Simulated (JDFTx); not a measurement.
The system is AgBr.

```
Ag Br
1.0
     0.00000    2.87015    2.87015
     2.87015    0.00000    2.87015
     2.87015    2.87015    0.00000
Ag Br
1 1
Direct
  0.00000 0.00000 0.00000
  0.50000 0.50000 0.50000
```

Base run:

| Property | Result |
| --- | --- |
| Program | JDFTx 1.7.0 (patched build) |
| Functional | PBEsol |
| Potentials or basis | PseudoDojo-SR-PBEsol-0.4.1-standard |
| Cutoff | 1116 eV |
| Density cutoff | 8925 eV |
| k mesh | 8 × 8 × 8 |
| Occupations | fermi-dirac, width 0.05 eV |
| Spin | no spin polarisation |

Its results: band gap on the k mesh 0.50 eV, indirect (least direct gap 2.45 eV); pressure -1.7 GPa.

Problem. The run is repeated on the same cell with these changes: functional from PBEsol to PBE; potentials or basis from PseudoDojo-SR-PBEsol-0.4.1-standard to PseudoDojo-SR-PBE-0.5-standard. What comes out?

Solution. Band gap on the k mesh 0.67 eV, indirect (least direct gap 2.60 eV); pressure 2.2 GPa.

A k mesh can miss the band edges.
